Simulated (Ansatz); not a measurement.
**Fe: energy and pressure over a range of volumes**

How stiff is Fe, and at what volume does the pressure vanish? The cell is scaled evenly, atoms carried along, and solved with LAPW, PAW and all-electron datasets made for the crystal.

This is Fe in the fcc structure; at room conditions it is bcc.

Program: Ansatz 0.2.0. Level of theory: DFT PBE, scalar-relativistic. These are calculated values, not measurements.

## Step 1: Starting point

It takes space group Fm-3m (No. 225, cubic). Conventional cell: a = 3.656 Å, b = 3.656 Å, c = 3.656 Å, α = 90.00°, β = 90.00°, γ = 90.00°. Fe (site symmetry m-3m) has 12 Fe at 2.58 Å as nearest neighbours.

Coordinates:

```cif
data_structure
_symmetry_space_group_name_H-M 'P 1'
_symmetry_Int_Tables_number 1
_cell_length_a 2.5849
_cell_length_b 2.5849
_cell_length_c 2.5849
_cell_angle_alpha 60.000
_cell_angle_beta 60.000
_cell_angle_gamma 60.000
_cell_volume 12.21
loop_
_atom_site_label
_atom_site_type_symbol
_atom_site_fract_x
_atom_site_fract_y
_atom_site_fract_z
_atom_site_occupancy
Fe1 Fe 0.00000 0.00000 0.00000 1
```

Structure from a Materials Project entry, not relaxed further.

## Step 2: Volume × 0.9405, LAPW

input.yaml

```yaml
crystal:
  lattice:
    - [0.0, 1.7907809749, 1.7907809749]
    - [1.7907809749, 0.0, 1.7907809749]
    - [1.7907809749, 1.7907809749, 0.0]
  atoms:
    - { symbol: Fe, position: [0.0, 0.0, 0.0], spin: 3.0 }
magnetization:
  spin_polarized: true
kpoints:
  mp_grid: { grid: [17, 17, 17] }
scf:
  occupations: { method: fermi_dirac, width: 0.03 }
hamiltonian:
  xc: pbe
  pseudopotentials: { kind: all_electron, lapw: { basis_error: 0.00025 } }
output:
  forces: true
  stress: true
  eigenvalues: true
```

## Step 3: Volume × 0.9405, PAW

Changes to input.yaml since step 2:

```diff
@@ -15,3 +15,3 @@
   xc: pbe
-  pseudopotentials: { kind: all_electron, lapw: { basis_error: 0.00025 } }
+  pseudopotentials: { kind: paw }
 output:
@@ -20 +20,2 @@
   eigenvalues: true
+  efg: { contact_densities: true }
```

## Step 4: Volume × 0.9405, crystal datasets

Changes to input.yaml since step 3:

```diff
@@ -15,3 +15,3 @@
   xc: pbe
-  pseudopotentials: { kind: paw }
+  pseudopotentials: { kind: all_electron, datasets: crystal }
 output:
```

## Step 5: Volume × 0.97, LAPW

input.yaml

```yaml
crystal:
  lattice:
    - [0.0, 1.8093119432, 1.8093119432]
    - [1.8093119432, 0.0, 1.8093119432]
    - [1.8093119432, 1.8093119432, 0.0]
  atoms:
    - { symbol: Fe, position: [0.0, 0.0, 0.0], spin: 3.0 }
magnetization:
  spin_polarized: true
kpoints:
  mp_grid: { grid: [17, 17, 17] }
scf:
  occupations: { method: fermi_dirac, width: 0.03 }
hamiltonian:
  xc: pbe
  pseudopotentials: { kind: all_electron, lapw: { basis_error: 0.00025 } }
output:
  forces: true
  stress: true
  eigenvalues: true
```

## Step 6: Volume × 0.97, PAW

Changes to input.yaml since step 5:

```diff
@@ -15,3 +15,3 @@
   xc: pbe
-  pseudopotentials: { kind: all_electron, lapw: { basis_error: 0.00025 } }
+  pseudopotentials: { kind: paw }
 output:
@@ -20 +20,2 @@
   eigenvalues: true
+  efg: { contact_densities: true }
```

## Step 7: Volume × 1.03, LAPW

input.yaml

```yaml
crystal:
  lattice:
    - [0.0, 1.8458735502, 1.8458735502]
    - [1.8458735502, 0.0, 1.8458735502]
    - [1.8458735502, 1.8458735502, 0.0]
  atoms:
    - { symbol: Fe, position: [0.0, 0.0, 0.0], spin: 3.0 }
magnetization:
  spin_polarized: true
kpoints:
  mp_grid: { grid: [17, 17, 17] }
scf:
  occupations: { method: fermi_dirac, width: 0.03 }
hamiltonian:
  xc: pbe
  pseudopotentials: { kind: all_electron, lapw: { basis_error: 0.00025 } }
output:
  forces: true
  stress: true
  eigenvalues: true
```

## Step 8: Volume × 1.03, PAW

Changes to input.yaml since step 7:

```diff
@@ -15,3 +15,3 @@
   xc: pbe
-  pseudopotentials: { kind: all_electron, lapw: { basis_error: 0.00025 } }
+  pseudopotentials: { kind: paw }
 output:
@@ -20 +20,2 @@
   eigenvalues: true
+  efg: { contact_densities: true }
```

## Step 9: Volume × 1.06, LAPW

input.yaml

```yaml
crystal:
  lattice:
    - [0.0, 1.8636234232, 1.8636234232]
    - [1.8636234232, 0.0, 1.8636234232]
    - [1.8636234232, 1.8636234232, 0.0]
  atoms:
    - { symbol: Fe, position: [0.0, 0.0, 0.0], spin: 3.0 }
magnetization:
  spin_polarized: true
kpoints:
  mp_grid: { grid: [17, 17, 17] }
scf:
  occupations: { method: fermi_dirac, width: 0.03 }
hamiltonian:
  xc: pbe
  pseudopotentials: { kind: all_electron, lapw: { basis_error: 0.00025 } }
output:
  forces: true
  stress: true
  eigenvalues: true
```

## Step 10: Volume × 1.06, PAW

Changes to input.yaml since step 9:

```diff
@@ -15,3 +15,3 @@
   xc: pbe
-  pseudopotentials: { kind: all_electron, lapw: { basis_error: 0.00025 } }
+  pseudopotentials: { kind: paw }
 output:
@@ -20 +20,2 @@
   eigenvalues: true
+  efg: { contact_densities: true }
```

## Step 11: Volume × 1.06, crystal datasets

Changes to input.yaml since step 10:

```diff
@@ -15,3 +15,3 @@
   xc: pbe
-  pseudopotentials: { kind: paw }
+  pseudopotentials: { kind: all_electron, datasets: crystal }
 output:
```

(Steps that only read results are left out.)

Q: Predict the outcome of this session.

The runs gave:

| quantity | value |
| --- | --- |
| pressure at 11.49 Å³/atom (LAPW) | 7.39 GPa |
| pressure at 12.95 Å³/atom (LAPW) | -10.33 GPa |

Over this range the mean stiffness −dP/dlnV is 148 GPa by LAPW; the points are too few or too uneven for a sound fit. The moment on Fe goes from 2.52 to 2.73 μB as the cell expands. No thermal or zero-point expansion is included. Other magnetic orders may lie lower; this is the state that the run reached.
